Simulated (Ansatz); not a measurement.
Born–Oppenheimer molecular dynamics of a periodic cell of 16 atoms, C (start crystal C, start structure diamond, volume 1.05 times the crystal's). It goes on from the last frame of an earlier run, with new velocities.

Method: DFT PBE, scalar-relativistic, plane waves, PAW in Ansatz. Settings: cutoff 420 eV, k mesh 3x3x3, fermi-dirac smearing 0.24 eV, no spin polarisation.

```json
{"ensemble": "NVT, Langevin thermostat", "time step": "1 fs", "steps asked": "149", "set temperature": "2240 K", "friction": "0.02 /fs", "temperature schedule": "112 steps to 300 K, then 37 steps to 300 K", "seed": "428020"}
```

Frames 2 fs apart, positions in Å.

Velocities at 50.0 fs (Å/ps):

```
C 2.51 -2.15 -3.93
C -12.08 21.71 -14.91
C 0.90 19.18 -0.37
C -17.54 3.36 -2.99
C 6.52 5.89 5.74
C -15.89 -8.36 -9.24
C 4.13 1.13 -17.24
C -6.29 2.91 -2.95
C 4.47 3.37 -1.94
C 5.38 4.84 2.27
C -7.31 7.20 2.49
C 12.01 -32.09 -0.04
C 3.02 -9.79 21.27
C -11.39 1.97 -5.41
C -0.26 -8.62 -0.98
C -7.57 -19.73 -0.39
```

```xyz
16
Lattice="0.0000 3.6285 3.6285 3.6285 0.0000 3.6285 3.6285 3.6285 0.0000" Properties=species:S:1:pos:R:3 time_fs=50.0 energy_less_start_eV=-1.846 T=1527
C 0.154 -0.181 0.025
C 0.945 0.757 0.956
C 1.989 1.528 0.112
C 2.790 2.547 0.838
C 1.921 -0.336 1.924
C 2.866 0.629 2.769
C 3.741 1.459 1.745
C 4.746 2.363 2.699
C 0.100 1.546 2.014
C 0.898 2.542 2.704
C 1.885 3.330 1.874
C 2.917 4.252 2.906
C 1.839 1.460 3.751
C 2.848 2.358 4.733
C 3.889 3.260 3.704
C 4.656 4.119 4.640
16
Lattice="0.0000 3.6285 3.6285 3.6285 0.0000 3.6285 3.6285 3.6285 0.0000" Properties=species:S:1:pos:R:3 time_fs=52.0 energy_less_start_eV=-1.520 T=1228
C 0.163 -0.185 0.024
C 0.925 0.794 0.932
C 1.985 1.560 0.118
C 2.759 2.556 0.840
C 1.938 -0.321 1.933
C 2.833 0.615 2.751
C 3.749 1.462 1.720
C 4.728 2.371 2.701
C 0.101 1.548 2.009
C 0.918 2.550 2.718
C 1.872 3.341 1.878
C 2.934 4.189 2.899
C 1.848 1.444 3.791
C 2.827 2.366 4.720
C 3.884 3.246 3.702
C 4.636 4.090 4.632
16
Lattice="0.0000 3.6285 3.6285 3.6285 0.0000 3.6285 3.6285 3.6285 0.0000" Properties=species:S:1:pos:R:3 time_fs=54.0 energy_less_start_eV=-1.454 T=1235
C 0.171 -0.191 0.030
C 0.918 0.819 0.920
C 1.977 1.588 0.118
C 2.749 2.566 0.858
C 1.951 -0.305 1.938
C 2.799 0.605 2.741
C 3.757 1.475 1.709
C 4.706 2.378 2.713
C 0.094 1.548 1.994
C 0.955 2.543 2.744
C 1.866 3.356 1.883
C 2.941 4.128 2.879
C 1.871 1.437 3.822
C 2.801 2.372 4.706
C 3.869 3.229 3.702
C 4.613 4.080 4.614
16
Lattice="0.0000 3.6285 3.6285 3.6285 0.0000 3.6285 3.6285 3.6285 0.0000" Properties=species:S:1:pos:R:3 time_fs=56.0 energy_less_start_eV=-1.649 T=1414
C 0.173 -0.191 0.029
C 0.918 0.827 0.906
C 1.964 1.606 0.108
C 2.758 2.557 0.883
C 1.961 -0.291 1.940
C 2.773 0.606 2.735
C 3.754 1.498 1.706
C 4.684 2.386 2.731
C 0.087 1.551 1.970
C 1.000 2.520 2.781
C 1.876 3.371 1.891
C 2.938 4.075 2.856
C 1.898 1.438 3.846
C 2.774 2.372 4.694
C 3.841 3.206 3.704
C 4.590 4.083 4.591
16
Lattice="0.0000 3.6285 3.6285 3.6285 0.0000 3.6285 3.6285 3.6285 0.0000" Properties=species:S:1:pos:R:3 time_fs=58.0 energy_less_start_eV=-2.053 T=1703
C 0.174 -0.186 0.029
C 0.932 0.819 0.900
C 1.949 1.621 0.084
C 2.781 2.539 0.917
C 1.964 -0.276 1.934
C 2.761 0.619 2.733
C 3.751 1.529 1.725
C 4.668 2.404 2.743
C 0.081 1.550 1.942
C 1.044 2.492 2.825
C 1.897 3.370 1.894
C 2.928 4.037 2.834
C 1.925 1.446 3.854
C 2.745 2.372 4.682
C 3.799 3.176 3.710
C 4.577 4.100 4.567
16
Lattice="0.0000 3.6285 3.6285 3.6285 0.0000 3.6285 3.6285 3.6285 0.0000" Properties=species:S:1:pos:R:3 time_fs=60.0 energy_less_start_eV=-2.437 T=2133
C 0.174 -0.176 0.026
C 0.958 0.797 0.901
C 1.940 1.626 0.051
C 2.813 2.517 0.949
C 1.961 -0.256 1.921
C 2.762 0.641 2.747
C 3.743 1.567 1.753
C 4.654 2.423 2.751
C 0.070 1.543 1.911
C 1.085 2.462 2.869
C 1.922 3.360 1.889
C 2.909 4.023 2.814
C 1.944 1.464 3.836
C 2.717 2.369 4.679
C 3.742 3.147 3.716
C 4.568 4.137 4.537
16
Lattice="0.0000 3.6285 3.6285 3.6285 0.0000 3.6285 3.6285 3.6285 0.0000" Properties=species:S:1:pos:R:3 time_fs=62.0 energy_less_start_eV=-2.501 T=1976
C 0.170 -0.159 0.020
C 0.992 0.777 0.910
C 1.936 1.616 0.017
C 2.854 2.493 0.975
C 1.952 -0.232 1.897
C 2.772 0.665 2.773
C 3.731 1.606 1.785
C 4.642 2.443 2.757
C 0.059 1.534 1.886
C 1.118 2.432 2.912
C 1.944 3.340 1.880
C 2.886 4.032 2.797
C 1.954 1.484 3.804
C 2.704 2.367 4.686
C 3.680 3.128 3.724
C 4.569 4.190 4.519
16
Lattice="0.0000 3.6285 3.6285 3.6285 0.0000 3.6285 3.6285 3.6285 0.0000" Properties=species:S:1:pos:R:3 time_fs=64.0 energy_less_start_eV=-2.287 T=1829
C 0.158 -0.158 0.016
C 1.031 0.751 0.920
C 1.931 1.598 -0.014
C 2.898 2.473 0.993
C 1.939 -0.207 1.865
C 2.796 0.689 2.797
C 3.721 1.632 1.819
C 4.633 2.469 2.758
C 0.056 1.515 1.878
C 1.140 2.406 2.937
C 1.960 3.317 1.874
C 2.854 4.058 2.786
C 1.954 1.498 3.766
C 2.703 2.362 4.701
C 3.624 3.126 3.730
C 4.568 4.246 4.518
16
Lattice="0.0000 3.6285 3.6285 3.6285 0.0000 3.6285 3.6285 3.6285 0.0000" Properties=species:S:1:pos:R:3 time_fs=66.0 energy_less_start_eV=-2.118 T=1987
C 0.146 -0.166 0.026
C 1.072 0.721 0.926
C 1.925 1.573 -0.033
C 2.930 2.469 0.999
C 1.914 -0.180 1.832
C 2.832 0.706 2.817
C 3.718 1.646 1.856
C 4.628 2.500 2.762
C 0.067 1.490 1.884
C 1.143 2.396 2.938
C 1.964 3.290 1.868
C 2.817 4.100 2.778
C 1.947 1.507 3.722
C 2.710 2.357 4.711
C 3.575 3.143 3.727
C 4.572 4.294 4.526
16
Lattice="0.0000 3.6285 3.6285 3.6285 0.0000 3.6285 3.6285 3.6285 0.0000" Properties=species:S:1:pos:R:3 time_fs=68.0 energy_less_start_eV=-1.956 T=1742
C 0.135 -0.179 0.046
C 1.116 0.700 0.933
C 1.920 1.540 -0.046
C 2.952 2.482 0.992
C 1.888 -0.157 1.804
C 2.870 0.710 2.824
C 3.720 1.647 1.893
C 4.623 2.530 2.769
C 0.090 1.460 1.900
C 1.130 2.397 2.918
C 1.962 3.262 1.854
C 2.782 4.156 2.768
C 1.931 1.512 3.684
C 2.727 2.354 4.714
C 3.537 3.176 3.719
C 4.578 4.329 4.545
16
Lattice="0.0000 3.6285 3.6285 3.6285 0.0000 3.6285 3.6285 3.6285 0.0000" Properties=species:S:1:pos:R:3 time_fs=70.0 energy_less_start_eV=-1.719 T=1723
C 0.131 -0.196 0.076
C 1.150 0.685 0.942
C 1.922 1.508 -0.048
C 2.967 2.498 0.978
C 1.873 -0.142 1.790
C 2.904 0.706 2.820
C 3.729 1.635 1.929
C 4.614 2.550 2.777
C 0.117 1.433 1.917
C 1.104 2.410 2.883
C 1.949 3.240 1.843
C 2.750 4.211 2.760
C 1.910 1.513 3.662
C 2.748 2.356 4.709
C 3.519 3.228 3.714
C 4.585 4.357 4.568
16
Lattice="0.0000 3.6285 3.6285 3.6285 0.0000 3.6285 3.6285 3.6285 0.0000" Properties=species:S:1:pos:R:3 time_fs=72.0 energy_less_start_eV=-1.591 T=1602
C 0.129 -0.220 0.108
C 1.172 0.680 0.945
C 1.932 1.487 -0.044
C 2.971 2.513 0.961
C 1.868 -0.142 1.795
C 2.930 0.700 2.811
C 3.748 1.619 1.956
C 4.606 2.568 2.791
C 0.141 1.413 1.936
C 1.064 2.425 2.834
C 1.926 3.237 1.841
C 2.722 4.259 2.754
C 1.888 1.514 3.652
C 2.769 2.364 4.696
C 3.523 3.294 3.714
C 4.587 4.369 4.601
```

Of the whole run (149 fs, mean temperature of the second half 1230 K): The schedule's set-point averaged 462 K over the second half and the system 1230 K, so it lags behind the ramp. A run of 0.15 ps of so small a system gives no equilibrium averages.

The run took 13 min on 1 thread of Arm Neoverse V1, with other jobs on the host, peak memory 0.39 GiB.
